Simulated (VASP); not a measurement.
## Te2Mo: relaxation of cell and atoms with PBE+D3(BJ)

Te2Mo:

```
Te Mo
1.0
     3.51820    0.00000    0.00000
    -1.75910    3.04685    0.00000
     0.00000    0.00000   13.97360
Te Mo
4 2
Direct
  0.66667 0.33333 0.37900
  0.33333 0.66667 0.87900
  0.66667 0.33333 0.12100
  0.33333 0.66667 0.62100
  0.66667 0.33333 0.75000
  0.33333 0.66667 0.25000
```

```yaml
Program: VASP 6.6.1
Task: relaxation of cell and atoms
Functional: PBE
Dispersion: D3(BJ)
Potentials_or_basis: VASP PAW PBE potentials, release 64 (Te, Mo_sv)
Cutoff: 600 eV
k_mesh: 9 × 9 × 2
Occupations: fermi-dirac, width 0.05 eV
Spin: no spin polarisation
Further_INCAR_settings: ALGO = Normal; EDIFF = 1e-06; IBRION = 2; EDIFFG = -0.005; NSW = 40; ISIF = 3
```

The relaxed volume is 24.15 Å³/atom. The relaxed cell is a = 3.496 Å, b = 3.496 Å, c = 13.695 Å, α = 90.00°, β = 90.00°, γ = 120.00° and the space group after relaxing (to 0.05 Å) is P6_3/mmc (No. 194). The energy gained by relaxing is 4.2 meV/atom and the ionic steps are 11. The pressure after relaxing is 0.0 GPa and the band gap on the k mesh is 0.67 eV, indirect (least direct gap 1.03 eV). The dispersion energy per atom is -0.554 eV.

Forces in eV/Å, atoms in the order of the input:
```
Te   0.000  0.000  0.003
Te   0.000  0.000  0.003
Te   0.000  0.000 -0.003
Te   0.000  0.000 -0.003
Mo   0.000  0.000  0.000
Mo   0.000  0.000  0.000
```

Step by step:
```tsv
step	energy change (eV)	largest force (eV/Å)	pressure (GPa)	volume (Å³)
1	0.0000	0.1801	-0.57	149.79
2	-0.0099	0.1782	0.16	147.87
3	-0.0107	0.1781	0.42	147.15
4	-0.0138	0.0445	-0.52	147.26
5	-0.0143	0.0147	-0.27	147.23
6	-0.0201	0.0145	-0.19	146.48
7	-0.0252	0.0121	-0.01	145.13
8	-0.0254	0.0107	0.04	144.86
9	-0.0254	0.0111	0.03	144.91
10	-0.0253	0.0169	-0.11	144.97
11	-0.0254	0.0027	-0.01	144.93
```

Final structure:
```
Te Mo
1.0
     3.49568    0.00000    0.00000
    -1.74784    3.02735    0.00000
     0.00000    0.00000   13.69462
Te Mo
4 2
Direct
  0.66667 0.33333 0.38276
  0.33333 0.66667 0.88276
  0.66667 0.33333 0.11724
  0.33333 0.66667 0.61724
  0.66667 0.33333 0.75000
  0.33333 0.66667 0.25000
```

Levels at points of the mesh, in eV from the valence-band top:
| k point | band 23 | band 24 | band 25 | band 26 | band 27 | band 28 | band 29 | band 30 |
| --- | --- | --- | --- | --- | --- | --- | --- | --- |
| (0.00, 0.00, 0.00) | -1.01 | -1.01 | -0.17 | 0.00 | 2.87 | 2.87 | 3.06 | 3.06 |
| (0.00, 0.00, 0.50) | -1.04 | -1.04 | -0.05 | -0.05 | 2.91 | 2.91 | 2.91 | 2.91 |

It took 11 min on 1 thread of Intel(R) Xeon(R) Platinum 8488C (Sapphire Rapids) (shared host), peak memory 0.37 GiB.

Caveat: spin-orbit coupling is left out, which moves the levels of the heavy elements; an odd mesh through Γ misses points on the zone boundary, where band edges often lie. As with any semilocal functional, this PBE gap is likely too small.
